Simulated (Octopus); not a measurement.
# Si (P6/mmm) in Octopus: band structure with PBE

Aim: the band structure of Si with PBE.

All numbers are computed with Octopus 16.4; they aren't measurements. Logs are shortened: lines on timing, memory, paths and dates and some standing lists are left out, and cuts for length are marked.

### Step 1. The crystal as given

The structure is hexagonal, space group P6/mmm (No. 191). Conventional cell: a = 2.621 Å, b = 2.621 Å, c = 2.466 Å, α = 90.00°, β = 90.00°, γ = 120.00°. Si (site symmetry 6/mmm) has 8 Si at 2.47 to 2.62 Å as nearest neighbours.

This isn't the form of Si at room conditions, which is diamond.

### Step 2. Band structure, PBE

Contents of inp (first run):

```
CalculationMode = gs
UnitsOutput = eV_Angstrom
PeriodicDimensions = 3
ExperimentalFeatures = yes
PseudopotentialSet = sg15
%LatticeParameters
 1*angstrom | 1*angstrom | 1*angstrom
%
%LatticeVectors
 2.6205428149 | 0 | 0
 -1.3102714075 | 2.2694566494 | 0
 0 | 0 | 2.46635439
%
%ReducedCoordinates
 "Si" | 0 | 0 | 0
%
%Spacing
 0.17470285*angstrom | 0.17470285*angstrom | 0.17616817*angstrom
%
DerivativesOrder = 4
%KPointsGrid
 8 | 8 | 8
%
KPointsUseSymmetries = yes
XCFunctional = gga_x_pbe + gga_c_pbe
SmearingFunction = fermi_dirac
Smearing = 0.02*eV
ExtraStates = 5
Eigensolver = rmmdiis
ConvRelDens = 1e-6
MaximumIter = 120
SCFCalculateStress = yes
FilterPotentials = filter_bsb
```

Contents of inp (second run):

```
CalculationMode = unocc
UnitsOutput = eV_Angstrom
PeriodicDimensions = 3
ExperimentalFeatures = yes
PseudopotentialSet = sg15
%LatticeParameters
 1*angstrom | 1*angstrom | 1*angstrom
%
%LatticeVectors
 2.6205428149 | 0 | 0
 -1.3102714075 | 2.2694566494 | 0
 0 | 0 | 2.46635439
%
%ReducedCoordinates
 "Si" | 0 | 0 | 0
%
%Spacing
 0.17470285*angstrom | 0.17470285*angstrom | 0.17616817*angstrom
%
DerivativesOrder = 4
KPointsUseSymmetries = no
XCFunctional = gga_x_pbe + gga_c_pbe
SmearingFunction = fermi_dirac
Smearing = 0.02*eV
ExtraStates = 9
Eigensolver = rmmdiis
MaximumIter = 60
FilterPotentials = filter_bsb
%KPointsReduced
 1 | 0.0000000000 | 0.0000000000 | 0.0000000000
 1 | 0.1000000000 | 0.0000000000 | 0.0000000000
 1 | 0.2000000000 | 0.0000000000 | 0.0000000000
 1 | 0.3000000000 | 0.0000000000 | 0.0000000000
 1 | 0.4000000000 | 0.0000000000 | 0.0000000000
 1 | 0.5000000000 | 0.0000000000 | 0.0000000000
 1 | 0.4444444444 | 0.1111111111 | 0.0000000000
 1 | 0.3888888889 | 0.2222222222 | 0.0000000000
 1 | 0.3333333333 | 0.3333333333 | 0.0000000000
 1 | 0.2777777778 | 0.2777777778 | 0.0000000000
 1 | 0.2222222222 | 0.2222222222 | 0.0000000000
 1 | 0.1666666667 | 0.1666666667 | 0.0000000000
 1 | 0.1111111111 | 0.1111111111 | 0.0000000000
 1 | 0.0555555556 | 0.0555555556 | 0.0000000000
 1 | 0.0000000000 | 0.0000000000 | 0.0000000000
 1 | 0.0000000000 | 0.0000000000 | 0.1000000000
 1 | 0.0000000000 | 0.0000000000 | 0.2000000000
 1 | 0.0000000000 | 0.0000000000 | 0.3000000000
 1 | 0.0000000000 | 0.0000000000 | 0.4000000000
 1 | 0.0000000000 | 0.0000000000 | 0.5000000000
 1 | 0.0833333333 | 0.0000000000 | 0.5000000000
 1 | 0.1666666667 | 0.0000000000 | 0.5000000000
 1 | 0.2500000000 | 0.0000000000 | 0.5000000000
 1 | 0.3333333333 | 0.0000000000 | 0.5000000000
 1 | 0.4166666667 | 0.0000000000 | 0.5000000000
 1 | 0.5000000000 | 0.0000000000 | 0.5000000000
 1 | 0.4444444444 | 0.1111111111 | 0.5000000000
 1 | 0.3888888889 | 0.2222222222 | 0.5000000000
 1 | 0.3333333333 | 0.3333333333 | 0.5000000000
 1 | 0.2857142857 | 0.2857142857 | 0.5000000000
 1 | 0.2380952381 | 0.2380952381 | 0.5000000000
 1 | 0.1904761905 | 0.1904761905 | 0.5000000000
 1 | 0.1428571429 | 0.1428571429 | 0.5000000000
 1 | 0.0952380952 | 0.0952380952 | 0.5000000000
 1 | 0.0476190476 | 0.0476190476 | 0.5000000000
 1 | 0.0000000000 | 0.0000000000 | 0.5000000000
 1 | 0.5000000000 | 0.0000000000 | 0.5000000000
 1 | 0.5000000000 | 0.0000000000 | 0.4166666667
 1 | 0.5000000000 | 0.0000000000 | 0.3333333333
 1 | 0.5000000000 | 0.0000000000 | 0.2500000000
 1 | 0.5000000000 | 0.0000000000 | 0.1666666667
 1 | 0.5000000000 | 0.0000000000 | 0.0833333333
 1 | 0.5000000000 | 0.0000000000 | 0.0000000000
 1 | 0.3333333333 | 0.3333333333 | 0.0000000000
 1 | 0.3333333333 | 0.3333333333 | 0.0833333333
 1 | 0.3333333333 | 0.3333333333 | 0.1666666667
 1 | 0.3333333333 | 0.3333333333 | 0.2500000000
 1 | 0.3333333333 | 0.3333333333 | 0.3333333333
 1 | 0.3333333333 | 0.3333333333 | 0.4166666667
 1 | 0.3333333333 | 0.3333333333 | 0.5000000000
%
ExtraStatesToConverge = 6
EigensolverTolerance = 1e-5
```

Potentials or basis: sg15 (PBE).

Started as:

```console
> OMP_NUM_THREADS=1 octopus > out.log  # on inp (first run)
> OMP_NUM_THREADS=1 octopus > unocc.log  # on inp (second run)
```

out.log:

```text
Running octopus

[... 13 lines left out ...]

Input: [AllElectronType = no]
Input: [PseudopotentialSet = sg15]
Reading Coordinates from ReducedCoordinates block

****************************** Species *******************************
  Species 'Si'
    type             : pseudopotential
    file             : 'Si_ONCV_PBE-1.2.upf'
    file format      : UPF2
    valence charge   : 4.0
    atomic number    :  14
    form on file     : kleinman-bylander
    lmax             : 1
    llocal           : -1
    projectors per l : 2
    total projectors : 4
    application form : kleinman-bylander
    orbitals         :  0
    bound orbitals   :  0

**********************************************************************

***************************** Symmetries *****************************
Space group No.  191
International: P6/mmm
Schoenflies: D6h^1
Info: The system has    24 symmorphic symmetries that can be used.
  Index                Rotation matrix                      Fractional translations
    1 :     1   0   0     0   1   0     0   0   1      0.000000    0.000000    0.000000
    2 :    -1   0   0     0  -1   0     0   0  -1      0.000000    0.000000    0.000000
    3 :     1   1   0    -1   0   0     0   0   1      0.000000    0.000000    0.000000
    4 :    -1  -1   0     1   0   0     0   0  -1      0.000000    0.000000    0.000000
    5 :     0   1   0    -1  -1   0     0   0   1      0.000000    0.000000    0.000000
    6 :     0  -1   0     1   1   0     0   0  -1      0.000000    0.000000    0.000000
[... 16 lines left out ...]
   23 :     1   0   0    -1  -1   0     0   0  -1      0.000000    0.000000    0.000000
   24 :    -1   0   0     1   1   0     0   0   1      0.000000    0.000000    0.000000
Info: The system also has     0 nonsymmorphic symmetries (not used for electrons).
**********************************************************************

Input: [CurvMethod = curv_affine]
Input: [DerivativesStencil = stencil_stargeneral]

[... 229 lines left out ...]
      7      42      971.761304    0.000000   ( 1.6E+01)
      7       3      972.028796    0.000000   ( 1.5E+01)
      7      25      974.446432    0.000000   ( 1.5E+01)

Density of states:

------------------%---------------------------------------------------
------------------%---------------------------------------------------
------------------%%--------------------------------------------------
------------------%%--------------------------------------------------
%-----------------%%%-------------------------------------------------
%-----------------%%%-------------------------------------------------
%%---------------%%%%-------------------------------------------------
%%---------------%%%%--------------------------------------------%----
%%---------------%%%%%%%%---------------------------------------%%----
%%---------------%%%%%%%%%%%----------%%%%%%-%----------------%%%%%%%%
                  ^

Fermi energy =   249.836747 eV

**********************************************************************

** Warning:
**   Symmetrization discrepancy ratio (scalar) =  1.21561E-01

*********************** SCF CYCLE ITER #    2 ************************
 etot  =  1.27040004E+02 abs_ev   =  2.45E+02 rel_ev   =  1.01E+00
 ediff =        9.00E+00 abs_dens =  3.89E-01 rel_dens =  9.72E-02
Matrix vector products: 3850
Converged eigenvectors: 0
[... 219 lines left out ...]
Fermi energy =     7.366630 eV

**********************************************************************

Info: restarting mixing.

*********************** SCF CYCLE ITER #   21 ************************
 etot  = -1.06977229E+02 abs_ev   =  4.94E-06 rel_ev   =  6.38E-07
 ediff =        1.74E-07 abs_dens =  2.52E-07 rel_dens =  6.30E-08
Matrix vector products: 3850
Converged eigenvectors: 9
[... 7 lines left out ...]
*********************** SCF CYCLE ITER #   22 ************************
 etot  = -1.06977224E+02 abs_ev   =  3.88E-06 rel_ev   =  5.00E-07
 ediff =        1.52E-07 abs_dens =  2.33E-07 rel_dens =  5.81E-08
Matrix vector products: 3850
Converged eigenvectors: 20

#  State  KPoint  Eigenvalue [eV]  Occupation    Error
      1       1       -6.601302    2.000000   ( 4.8E-08)
      1       3       -6.235588    2.000000   ( 9.2E-08)
      1       2       -6.162708    2.000000   ( 8.7E-08)
      1       5       -5.797618    2.000000   ( 3.4E-08)
      1       4       -5.288841    2.000000   ( 5.4E-08)
      1       8       -5.148761    2.000000   ( 5.3E-07)
      1       6       -4.925056    2.000000   ( 3.7E-08)
      1       7       -4.853737    2.000000   ( 1.4E-07)
[... 23 lines left out ...]
      7       9       26.613903    0.000000   ( 2.4E-02)
      7      23       26.749029    0.000000   ( 1.3E-02)
      7      44       26.878671    0.000000   ( 1.1E-03)
      7      45       27.203620    0.000000   ( 1.2E-02)
      7      34       27.469876    0.000000   ( 3.7E-02)
      7      49       27.657185    0.000000   ( 2.4E-03)
      7      24       44.410661    0.000000   ( 1.1E+00)
      7       1       44.740914    0.000000   ( 7.6E-02)

Density of states:

------------------------------%---------------------------------------
----------------------%-------%-------%-------------------------------
----------------------%---%-%-%-------%-------------------------------
----------------%-----%---%-%-%---%%-%%-%-----------------------------
----------------%-----%---%%%-%--%%%%%%%%%%---------------------------
------------%---%-%---%%-%%%%-%%-%%%%%%%%%%---------------------------
--------%%--%%%-%%%%%-%%-%%%%-%%%%%%%%%%%%%---------------------------
------%%%%-%%%%%%%%%%%%%%%%%%-%%%%%%%%%%%%%%%%------------------------
--%-%%%%%%-%%%%%%%%%%%%%%%%%%%%%%%%%%%%%%%%%%%------------------------
-%%%%%%%%%%%%%%%%%%%%%%%%%%%%%%%%%%%%%%%%%%%%%%----------------------%
                   ^

Fermi energy =     7.366633 eV

**********************************************************************

Info: SCF converged in   22 iterations

** Warning:
**   Some of the states are not fully converged!

Info: Number of matrix-vector products:      84700
Info: Finished writing information to 'restart/gs'.

Octopus emitted 25 warnings.
```

It took 2.4 min on 1 thread of Arm Neoverse V1, shared host; peak memory 0.14 GiB.

What came out:

```
Free energy             : -106.9783 eV
Pressure                : 3.9 GPa
Band gap along the path : none (metal or under the smearing width)
```

Levels at the corners of the path, in eV from the Fermi level:
```
point  band 1  band 2  band 3  band 4  band 5  band 6  band 7
    Γ  -13.97    7.59    8.17   10.55   10.55   12.35   12.35
    M   -7.47   -6.63    5.34    6.62   13.04   15.20   17.04
    K   -5.56   -4.40   -4.40   14.05   15.50   17.33   17.33
    Γ  -13.97    7.59    8.17   10.55   10.55   12.35   12.35
    A   -9.06   -7.05   14.17   14.17   15.06   15.06   16.54
    L   -2.74   -1.95   -1.72    1.59    9.02   12.50   12.51
    H   -0.86   -0.60   -0.60    1.21    3.93    3.93   22.68
    A   -9.06   -7.05   14.17   14.17   15.06   15.06   16.54
    L   -2.74   -1.95   -1.72    1.59    9.02   12.50   12.51
    M   -7.47   -6.63    5.34    6.62   13.04   15.20   17.04
    K   -5.56   -4.40   -4.40   14.05   15.50   17.33   17.33
    H   -0.86   -0.60   -0.60    1.21    3.93    3.93   22.68
```
